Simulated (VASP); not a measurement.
# LiF (Griceite) (Fm-3m) in VASP: settings compared, part 2 of 3

VASP 6.6.1. The steps go on from the part before.

**3. QSGW0 quasiparticle levels, PBEsol**

POSCAR reads:

```
LiF
1.0
    0.0000000000      2.0140000000      2.0140000000
    2.0140000000      0.0000000000      2.0140000000
    2.0140000000      2.0140000000      0.0000000000
F Li
1 1
Direct
    0.5000000000      0.5000000000      0.5000000000
    0.0000000000      0.0000000000      0.0000000000
```

INCAR.step1 reads:

```
ALGO     = Normal         # electronic algorithm
EDIFF    = 1E-8           # SCF threshold, eV
ENCUT    = 500            # plane-wave cutoff, eV
GGA      = PS             # functional
ISMEAR   = 0              # smearing method
LASPH    = True           # aspherical terms in the spheres
LCHARG   = False          # write CHGCAR
LREAL    = False          # projectors in reciprocal space
LWAVE    = True           # write WAVECAR
NELM     = 60             # most SCF steps
PREC     = Accurate       # precision mode
SIGMA    = 0.01           # smearing width, eV
```

INCAR.step2 reads:

```
ALGO     = Exact          # electronic algorithm
EDIFF    = 1E-8           # SCF threshold, eV
ENCUT    = 500            # plane-wave cutoff, eV
GGA      = PS             # functional
ISMEAR   = 0              # smearing method
ISTART   = 1            
LASPH    = True           # aspherical terms in the spheres
LCHARG   = False          # write CHGCAR
LOPTICS  = True           # frequency-dependent dielectric function
LREAL    = False          # projectors in reciprocal space
LWAVE    = True           # write WAVECAR
NBANDS   = 58             # bands
NELM     = 1              # most SCF steps
PREC     = Accurate       # precision mode
SIGMA    = 0.01           # smearing width, eV
```

INCAR.step3 reads:

```
ALGO     = QPGW0          # electronic algorithm
EDIFF    = 1E-8           # SCF threshold, eV
ENCUT    = 500            # plane-wave cutoff, eV
ENCUTGW  = 100            # cutoff of the response function
GGA      = PS             # functional
ISMEAR   = 0              # smearing method
ISTART   = 1            
LASPH    = True           # aspherical terms in the spheres
LCHARG   = False          # write CHGCAR
LREAL    = False          # projectors in reciprocal space
LWAVE    = False          # write WAVECAR
NBANDS   = 58             # bands
NBANDSGW = 16           
NELMGW   = 4            
NOMEGA   = 64             # frequency points
PREC     = Accurate       # precision mode
PRECFOCK = Fast         
SIGMA    = 0.01           # smearing width, eV
```

KPOINTS reads:

```
k-points
0
Gamma
  5 5 5
```

Potentials or basis: VASP PAW PBE potentials, release 64 (F_GW, Li_GW).

Launch:

```bash
cat potpaw_PBE.64/F_GW/POTCAR potpaw_PBE.64/Li_GW/POTCAR > POTCAR
cp INCAR.step1 INCAR
mpirun -np 1 vasp_std > vasp.out
cp INCAR.step2 INCAR
mpirun -np 1 vasp_std > vasp.out
cp INCAR.step3 INCAR
mpirun -np 1 vasp_std > vasp.out
```

OUTCAR:

```text
EDIFF = 1E-8
   ENCUT = 500
   ENCUTGW = 100
   GGA = PS
   ISMEAR = 0
   ISTART = 1
   LASPH = True
   LREAL = False
   NELMGW = 4
   PREC = Accurate
   PRECFOCK = Fast

 ion  position               nearest neighbor table
   1  0.500  0.500  0.500-   2 2.01   2 2.01   2 2.01   2 2.01   2 2.01   2 2.01
   2  0.000  0.000  0.000-   1 2.01   1 2.01   1 2.01   1 2.01   1 2.01   1 2.01

  LATTYP: Found a face centered cubic cell.
 ALAT       =     4.0280000000

  Lattice vectors:

 A1 = (   0.0000000000,   2.0140000000,   2.0140000000)
 A2 = (   2.0140000000,   0.0000000000,   2.0140000000)
 A3 = (   2.0140000000,   2.0140000000,   0.0000000000)

Analysis of symmetry for initial positions (statically):
=====================================================================
 Subroutine PRICEL returns:
 Original cell was already a primitive cell.

 Routine SETGRP: Setting up the symmetry group for a
 face centered cubic supercell.

 Subroutine GETGRP returns: Found 48 space group operations
 (whereof 48 operations were pure point group operations)
 out of a pool of 48 trial point group operations.

The static configuration has the point symmetry O_h .

Analysis of symmetry for dynamics (positions and initial velocities):
=====================================================================
 Subroutine PRICEL returns:
 Original cell was already a primitive cell.

 Routine SETGRP: Setting up the symmetry group for a
 face centered cubic supercell.

 Subroutine GETGRP returns: Found 48 space group operations
 (whereof 48 operations were pure point group operations)
 out of a pool of 48 trial point group operations.

The dynamic configuration has the point symmetry O_h .

[... 77 lines left out ...]
   ISPIN  =      1    spin polarized calculation?
   LNONCOLLINEAR =      F non collinear calculations
   LSORBIT =      F    spin-orbit coupling
   LASPH  =      T    aspherical Exc in radial PAW
   ENCUT  =  500.0 eV  36.75 Ry    6.06 a.u.   5.19  5.19  5.19*2*pi/ulx,y,z
   NELM   =     60;   NELMIN=  2; NELMDL=  0     # of ELM steps
   EDIFF  = 0.1E-07   stopping-criterion for ELM
   LREAL  =      F    real-space projection
   EDIFFG = 0.1E-06   stopping-criterion for IOM
   NSW    =      0    number of steps for IOM
   IBRION =     -1    ionic relax: 0-MD 1-quasi-New 2-CG
   NFREE  =      0    steps in history (QN), initial steepest desc. (CG)
   ISIF   =      0    stress and relaxation
   ISYM   =      3    0-nonsym 1-usesym 2-fastsym
   POTIM  = 0.5000    time-step for ionic-motion
   TEBEG  =    0.0;   TEEND  =   0.0 temperature during run
   PSTRESS=    0.0 pullay stress
   NELECT =       8.0000    total number of electrons
   NUPDOWN=      -1.0000    fix difference up-down
   EMIN   =  10.00;   EMAX   =-10.00  energy-range for DOS
   EFERMI =   0.00;   METHOD = LEGACY
   ISMEAR =     0;   SIGMA  =   0.01  broadening in eV -4-tet -1-fermi 0-gaus
   EFERMI_NEDOS =   21; number of points for ismear=-14 and -15
   IALGO  =     38    algorithm
   IMIX   =      4    mixing-type and parameters
     AMIX     =   0.40;   BMIX     =  1.00
     AMIX_MAG =   1.60;   BMIX_MAG =  1.00
  volume/ion in A,a.u.               =       8.17        55.13
  Fermi-wavevector in a.u.,A,eV,Ry     =   1.290334  2.438377 22.653169  1.664961
  Thomas-Fermi vector in A             =   2.422172
   LORBIT       =      0    0 simple, 1 ext, 2 COOP (PROOUT), +10 PAW based schemes
   GGA     = PS    functional components
   LHFCALC =     T    Hartree Fock is set to
   PRECFOCK=fast      Normal, Fast or Accurate (Low or Medium for compatibility)
   ENCUT4O =  -1.0   cutoff for four orbital integrals eV
   NKREDX  =     1    reduce k-point grid by
   NKREDY  =     1    reduce k-point grid by
   NKREDZ  =     1    reduce k-point grid by
   AEXX    =    1.0000 exact exchange contribution
   HFSCREEN=    0.0000 screening length (either q_TF or 0.3 A-1)
   HFSCREENC=   0.0000 screening length for correlation (either q_TF or 0.3 A-1)
   ENCUTFOCK=  -1.0 apply spherical cutoff to Coloumb kernel
   IVDW    =     0    specifies the selected vdW correction
   LEPSILON=     F    determine dielectric tensor
   LRPA    =     F    only Hartree local field effects (RPA)
   LRPAFORCE           =     F    calculate RPA forces
   ENCUTGW             = 100.0    cutoff for response function in eV
   ENCUTGWSOFT         =  80.0    soft cutoff for Coulomb kernel in GW response function in eV
   ENCUTLF             =  -1.0    cutoff for local field effects
   NELMGW              =     4    number of iterations in solving QP/BSE equation
   NELMHF              =     1    number of iterations in the inner HF iteration
   NKREDLFX            =     1    NKREDLFY  =   1   NKREDLFZ  =   1
 non-spin polarized calculation
 Gauss-broadening in eV      SIGMA  =   0.01
  energy-cutoff  :      500.00
  volume of cell :       16.34
 maximum number of plane-waves:       424
 NGX is ok and might be reduce to    24
  NGX = 12; NGY = 12; NGZ = 12
   NGX = 11   NGY = 11   NGZ = 11
 maximum number of plane-waves:        43

 QP shifts <psi_nk| G(iteration)W_0 |psi_nk>: iteration 1
 for sc-GW calculations column KS-energies equals QP-energies in previous step
 and V_xc(KS)=  KS-energies - (<T + V_ion + V_H > + <T+V_H+V_ion>^1  + <V_x>^1)

 k-point   1 :       0.0000    0.0000    0.0000
  band No.  KS-energies  QP-energies   sigma(KS)   V_xc(KS)     V^pw_x(r,r')   Z            occupation Imag(sigma)

      1     -23.2136     -27.7567     -27.8059     -22.0220     -36.3927       0.7855       2.0000       1.0280
      2      -3.2970      -5.9545     -25.9708     -22.7202     -30.5822       0.8175       2.0000       0.0712
      3      -3.2970      -5.9545     -25.9708     -22.7202     -30.5822       0.8175       2.0000       0.0712
      4      -3.2970      -5.9545     -25.9708     -22.7202     -30.5822       0.8175       2.0000       0.0712
      5       5.6023       7.3289      -8.6115     -10.5674      -5.4517       0.8827       0.0000      -0.0539
      6      20.5962      23.1915      -5.5200      -8.5486      -1.5690       0.8569       0.0000      -0.1281
[... 995 lines left out ...]
      2      -9.5551      -9.6096      -9.5198      -9.5116       0.8117       2.0000
      3      -8.7555      -8.8279      -8.8123      -8.8257       0.8093       2.0000
      4      -7.7045      -7.7847      -7.7572      -7.7691       0.8155       2.0000
      5      12.8440      12.8835      12.9279      12.9393       0.8804       0.0000
      6      14.4054      14.4033      14.3965      14.3951       0.8657       0.0000
[... 8 lines left out ...]
     15      42.6472      42.6485      42.6400      42.6393       0.9137       0.0000
     16      47.4200      47.4257      47.4184      47.4182       0.8797       0.0000
```

It took 8.5 min on 1 thread of Intel Xeon Platinum 8375C at 2.90GHz (Ice Lake), shared host; peak memory 0.38 GiB.

Results:

```yaml
Band_gap_on_the_k_mesh_mean-field_level: 8.90 eV, direct
Quasiparticle_gap: 14.43 eV
Least_direct_quasiparticle_gap: 14.43 eV
```

Quasiparticle gap after each update of the energies (eV): 13.30, 14.05, 14.31, 14.43

Caveat: the k mesh is coarse (spacing up to 0.54 Å⁻¹), so the values aren't converged; bands, screening cutoff and mesh are small and nothing is extrapolated, so the quasiparticle values aren't converged.

**4. RPA correlation energy, PBE (volume scaled by 0.96)**

POSCAR reads:

```
LiF
1.0
    0.0000000000      1.9867804471      1.9867804471
    1.9867804471      0.0000000000      1.9867804471
    1.9867804471      1.9867804471      0.0000000000
F Li
1 1
Direct
    0.5000000000      0.5000000000      0.5000000000
    0.0000000000      0.0000000000      0.0000000000
```

INCAR.step1 reads:

```
PREC = Accurate
ENCUT = 400
EDIFF = 1E-8
ISMEAR = 0
SIGMA = 0.05
LREAL = F
LASPH = T
NELM = 60
ALGO = Normal
LWAVE = T
LCHARG = F
GGA = PE
```

INCAR.step2 reads:

```
PREC = Accurate
ENCUT = 400
EDIFF = 1E-8
ISMEAR = 0
SIGMA = 0.05
LREAL = F
LASPH = T
NELM = 1
ALGO = EIGENVAL
LWAVE = F
LCHARG = F
GGA = PE
LHFCALC = T
AEXX = 1.0
ALDAC = 0.0
AGGAC = 0.0
ISTART = 1
PRECFOCK = Fast
```

INCAR.step3 reads:

```
PREC = Accurate
ENCUT = 400
EDIFF = 1E-8
ISMEAR = 0
SIGMA = 0.05
LREAL = F
LASPH = T
NELM = 1
ALGO = Exact
LWAVE = T
LCHARG = F
GGA = PE
NBANDS = 295
LOPTICS = T
ISTART = 1
```

INCAR.step4 reads:

```
PREC = Accurate
ENCUT = 400
EDIFF = 1E-8
ISMEAR = 0
SIGMA = 0.05
LREAL = F
LASPH = T
NELM = 60
ALGO = ACFDT
LWAVE = F
LCHARG = F
GGA = PE
NBANDS = 295
ENCUTGW = 200
NOMEGA = 8
ISTART = 1
PRECFOCK = Fast
```

KPOINTS reads:

```
Automatic mesh
0
Gamma
  5 5 5
```

Potentials or basis: VASP PAW PBE potentials, release 64 (F_GW, Li_GW).

Launch:

```bash
cat potpaw_PBE.64/F_GW/POTCAR potpaw_PBE.64/Li_GW/POTCAR > POTCAR
cp INCAR.step1 INCAR
mpirun -np 1 vasp_std > vasp.out
cp INCAR.step2 INCAR
mpirun -np 1 vasp_std > vasp.out
cp INCAR.step3 INCAR
mpirun -np 1 vasp_std > vasp.out
cp INCAR.step4 INCAR
mpirun -np 1 vasp_std > vasp.out
```

OUTCAR:

```text
PREC = Accurate
   ENCUT = 400
   EDIFF = 1E-8
   ISMEAR = 0
   LREAL = F
   LASPH = T
   NELM = 60
   GGA = PE
   ENCUTGW = 200
   ISTART = 1
   PRECFOCK = Fast

 ion  position               nearest neighbor table
   1  0.500  0.500  0.500-   2 1.99   2 1.99   2 1.99   2 1.99   2 1.99   2 1.99
   2  0.000  0.000  0.000-   1 1.99   1 1.99   1 1.99   1 1.99   1 1.99   1 1.99

  LATTYP: Found a face centered cubic cell.
 ALAT       =     3.9735608942

  Lattice vectors:

 A1 = (   0.0000000000,   1.9867804471,   1.9867804471)
 A2 = (   1.9867804471,   0.0000000000,   1.9867804471)
 A3 = (   1.9867804471,   1.9867804471,   0.0000000000)

Analysis of symmetry for initial positions (statically):
=====================================================================
 Subroutine PRICEL returns:
 Original cell was already a primitive cell.

 Routine SETGRP: Setting up the symmetry group for a
 face centered cubic supercell.

 Subroutine GETGRP returns: Found 48 space group operations
 (whereof 48 operations were pure point group operations)
 out of a pool of 48 trial point group operations.

The static configuration has the point symmetry O_h .

Analysis of symmetry for dynamics (positions and initial velocities):
=====================================================================
 Subroutine PRICEL returns:
 Original cell was already a primitive cell.

 Routine SETGRP: Setting up the symmetry group for a
 face centered cubic supercell.

 Subroutine GETGRP returns: Found 48 space group operations
 (whereof 48 operations were pure point group operations)
 out of a pool of 48 trial point group operations.

The dynamic configuration has the point symmetry O_h .

 Subroutine INISYM returns: Found 48 space group operations
[... 64 lines left out ...]
   k-points           NKPTS =     10   k-points in BZ     NKDIM =    125   number of bands    NBANDS=    295
   number of dos      NEDOS =    301   number of ions     NIONS =      2
   total plane-waves  NPLWV =   5832
   dimension x,y,z NGX =    18 NGY =   18 NGZ =   18
   dimension x,y,z NGXF=    36 NGYF=   36 NGZF=   36
   ions per type =               1   1
   NGX,Y,Z   is equivalent  to a cutoff of  10.65, 10.65, 10.65 a.u.
   NGXF,Y,Z  is equivalent  to a cutoff of  21.30, 21.30, 21.30 a.u.
 SYSTEM =  unknown system
   PREC   = accura    normal or accurate (medium, high low for compatibility)
   ISTART =      1    job   : 0-new  1-cont  2-samecut
   ICHARG =      0    charge: 1-file 2-atom 10-const
   ISPIN  =      1    spin polarized calculation?
   LNONCOLLINEAR =      F non collinear calculations
   LSORBIT =      F    spin-orbit coupling
   LASPH  =      T    aspherical Exc in radial PAW
   ENCUT  =  400.0 eV  29.40 Ry    5.42 a.u.   4.58  4.58  4.58*2*pi/ulx,y,z
   NELM   =     60;   NELMIN=  2; NELMDL=  0     # of ELM steps
   EDIFF  = 0.1E-07   stopping-criterion for ELM
   LREAL  =      F    real-space projection
   EDIFFG = 0.1E-06   stopping-criterion for IOM
   NSW    =      0    number of steps for IOM
   IBRION =     -1    ionic relax: 0-MD 1-quasi-New 2-CG
   NFREE  =      0    steps in history (QN), initial steepest desc. (CG)
   ISIF   =      0    stress and relaxation
   ISYM   =      3    0-nonsym 1-usesym 2-fastsym
   POTIM  = 0.5000    time-step for ionic-motion
   TEBEG  =    0.0;   TEEND  =   0.0 temperature during run
   PSTRESS=    0.0 pullay stress
   NELECT =       8.0000    total number of electrons
   NUPDOWN=      -1.0000    fix difference up-down
   EMIN   =  10.00;   EMAX   =-10.00  energy-range for DOS
   EFERMI =   0.00;   METHOD = LEGACY
   ISMEAR =     0;   SIGMA  =   0.05  broadening in eV -4-tet -1-fermi 0-gaus
   EFERMI_NEDOS =   21; number of points for ismear=-14 and -15
   IALGO  =     38    algorithm
   IMIX   =      4    mixing-type and parameters
     AMIX     =   0.40;   BMIX     =  1.00
     AMIX_MAG =   1.60;   BMIX_MAG =  1.00
  volume/ion in A,a.u.               =       7.84        52.92
  Fermi-wavevector in a.u.,A,eV,Ry     =   1.308012  2.471784 23.278133  1.710895
  Thomas-Fermi vector in A             =   2.438707
   LORBIT       =      0    0 simple, 1 ext, 2 COOP (PROOUT), +10 PAW based schemes
   GGA     = PE    functional components
   LHFCALC =     T    Hartree Fock is set to
   PRECFOCK=fast      Normal, Fast or Accurate (Low or Medium for compatibility)
   ENCUT4O =  -1.0   cutoff for four orbital integrals eV
   NKREDX  =     1    reduce k-point grid by
   NKREDY  =     1    reduce k-point grid by
   NKREDZ  =     1    reduce k-point grid by
   AEXX    =    1.0000 exact exchange contribution
   HFSCREEN=    0.0000 screening length (either q_TF or 0.3 A-1)
   HFSCREENC=   0.0000 screening length for correlation (either q_TF or 0.3 A-1)
   ENCUTFOCK=  -1.0 apply spherical cutoff to Coloumb kernel
   IVDW    =     0    specifies the selected vdW correction
   LEPSILON=     F    determine dielectric tensor
   LRPA    =     F    only Hartree local field effects (RPA)
   LRPAFORCE           =     F    calculate RPA forces
   ENCUTGW             = 200.0    cutoff for response function in eV
   ENCUTGWSOFT         = 160.0    soft cutoff for Coulomb kernel in GW response function in eV
   ENCUTLF             =  -1.0    cutoff for local field effects
   NELMGW              =     1    number of iterations in solving QP/BSE equation
   NELMHF              =     1    number of iterations in the inner HF iteration
   NKREDLFX            =     1    NKREDLFY  =   1   NKREDLFZ  =   1
 non-spin polarized calculation
 Gauss-broadening in eV      SIGMA  =   0.05
  energy-cutoff  :      400.00
  volume of cell :       15.68
 maximum number of plane-waves:       295
 NGX is ok and might be reduce to    18
  NGX = 12; NGY = 12; NGZ = 12
   NGX =  9   NGY =  9   NGZ =  9
 maximum number of plane-waves:       113

      cutoff energy     smooth cutoff   RPA   correlation   Hartree contr. to MP2
---------------------------------------------------------------------------------
            200.000           160.000       -8.1214230480      -12.1445847531
            190.476           152.381       -7.9560515532      -11.9070516113
            181.406           145.125       -7.7831151529      -11.6551281013
            172.768           138.214       -7.6054712725      -11.3929746474
            164.541           131.632       -7.4230687457      -11.1202765809
            156.705           125.364       -7.2354520480      -10.8366882092
            149.243           119.394       -7.0435928024      -10.5435703501
            142.136           113.709       -6.8490912637      -10.2430340293
  linear regression
  converged value                           -9.9958854159      -14.9604233415
```

OUTCAR.step2:

```text
PREC = Accurate
   ENCUT = 400
   EDIFF = 1E-8
   ISMEAR = 0
   LREAL = F
   LASPH = T
[... 318 lines left out ...]
 -----------------------------------------------------------------------------------
      1.98678      1.98678      1.98678        -0.000000     -0.000000     -0.000000
      0.00000      0.00000      0.00000         0.000000      0.000000      0.000000
 -----------------------------------------------------------------------------------
    total drift:                                0.000000      0.000000      0.000000

  FREE ENERGIE OF THE ION-ELECTRON SYSTEM (eV)
  ---------------------------------------------------
  free  energy   TOTEN  =       -17.7051759412 eV

  energy  without entropy=      -17.7051759412  energy(sigma->0) =      -17.70517594
```

Wall time 85 s (1 thread of Intel Xeon Platinum 8488C (Sapphire Rapids), shared host); peak memory 0.31 GiB.

The run converged, but a check on its numbers failed (symmetry, net force, bounds or a known fault of this set-up), so they aren't taken as properties of the crystal.

Caveat: the k mesh is coarse (spacing up to 0.55 Å⁻¹), so the values aren't converged; the cutoff lies under the usual one of these potentials, so the numbers hold a large basis-set error.

(Continued in part 3 of 3.)
